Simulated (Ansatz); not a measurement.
# TaN: one input, then a changed one

The cell is the one relaxed in the Materials Project (mp-1459), not relaxed further here; entries there can be hypothetical. The listed cell was then made from it by scaling, straining or moving an atom.

First run: DFT, LDA, PAW with Ansatz's default frozen-core files, scalar-relativistic (Ansatz 0.2.0).

Command: `ansatz run input.yaml --threads 1 --pin off --max-ram 2048MiB --backend cpu --events-out ev --progress --plain --runs-dir out` The run took 4.8 s on 1 thread of Arm Neoverse V1, on a shared host, peak memory 0.37 GiB.

```yaml
crystal:
  lattice:
    - [2.9786300644, 0.0, 0.0]
    - [-1.4893150322, 2.5795693043, 0.0]
    - [0.0, 0.0, 2.928208061]
  atoms:
    - { symbol: Ta, position: [0.0, 0.0, 0.5] }
    - { symbol: "N", position: [0.6666666667, 0.3333333333, 0.0] }
kpoints:
  mp_grid: { grid: [13, 13, 11] }
scf:
  occupations: { method: fermi_dirac, width: 0.05 }
hamiltonian:
  xc: lda
  pseudopotentials: { kind: paw }
output:
  forces: true
  stress: true
  eigenvalues: true
  efg: { contact_densities: true }
```

Result: converged; pressure -24.5 GPa; no gap on the k mesh; 6 SCF iterations.

No spin–orbit coupling, which matters for the heavy atoms here.

A second input differs as follows:

```diff
@@ -1,7 +1,7 @@
 crystal:
   lattice:
-    - [2.9786300644, 0.0, 0.0]
-    - [-1.4893150322, 2.5795693043, 0.0]
-    - [0.0, 0.0, 2.928208061]
+    - [5.62879497, 0.0, 0.0]
+    - [-2.81439749, 4.87467944, 0.0]
+    - [0.0, 0.0, 5.5335112]
   atoms:
     - { symbol: Ta, position: [0.0, 0.0, 0.5] }
@@ -11,4 +11,5 @@
 scf:
   occupations: { method: fermi_dirac, width: 0.05 }
+  max_iter: 75
 hamiltonian:
   xc: lda
```

Q: What is wrong with it, and what does the program do?

A: The fault is a lattice typed in bohr. The run converged; pressure -4.53 GPa; no gap on the k mesh; 10 SCF iterations. The numbers describe a strongly squeezed or stretched cell, not the crystal at ambient pressure. The log ends:
```
        0.000000       0.000000      -5.598414
  P = ⅓ Tr σ = -4.5344 GPa (-45.344 kbar)
--- PAW observables at the nuclei: V_zz in 10²¹ V/m², potentials from the cell's mean, atoms counted from 1 ---
  atom   1  Ta V_zz =    -2.241536   η = 0.0000   by run symmetry: allowed
            electrostatic potential = -14473.091881 V   contact ρ = 8124066.671490 e/Å³
  atom   2  N  V_zz =    +0.423124   η = 0.0000   by run symmetry: allowed
            electrostatic potential = -504.394704 V   contact ρ = 1401.716796 e/Å³
--- Band table (eV; the first three rows and the last of 126) ---
  k-point 0: bands = ["-71.6037", "-37.9203", "-37.9203", "-37.8990", "-12.7077", "-3.1705", "-1.8698", "-1.8698", "-1.7567", "-1.7216", "-1.4793", "-1.4793", "-1.4030", "-1.4030", "3.2249", "3.4508", "3.4508"]
  k-point 1: bands = ["-71.6037", "-37.9203", "-37.9203", "-37.8990", "-12.7073", "-3.1745", "-1.8656", "-1.8656", "-1.7525", "-1.6853", "-1.5012", "-1.5012", "-1.3875", "-1.3875", "2.9151", "3.4709", "3.4709"]
  k-point 2: bands = ["-71.6037", "-37.9203", "-37.9203", "-37.8990", "-12.7063", "-3.1863", "-1.8546", "-1.8546", "-1.7066", "-1.6146", "-1.5406", "-1.5406", "-1.3656", "-1.3656", "2.3276", "3.5264", "3.5264"]
  k-point 125: bands = ["-71.6037", "-37.9204", "-37.9204", "-37.8991", "-12.6980", "-2.3665", "-2.0556", "-2.0385", "-1.8108", "-1.5763", "-1.5651", "-1.4413", "-1.3439", "-1.2254", "1.6081", "1.9934", "2.2164"]
```
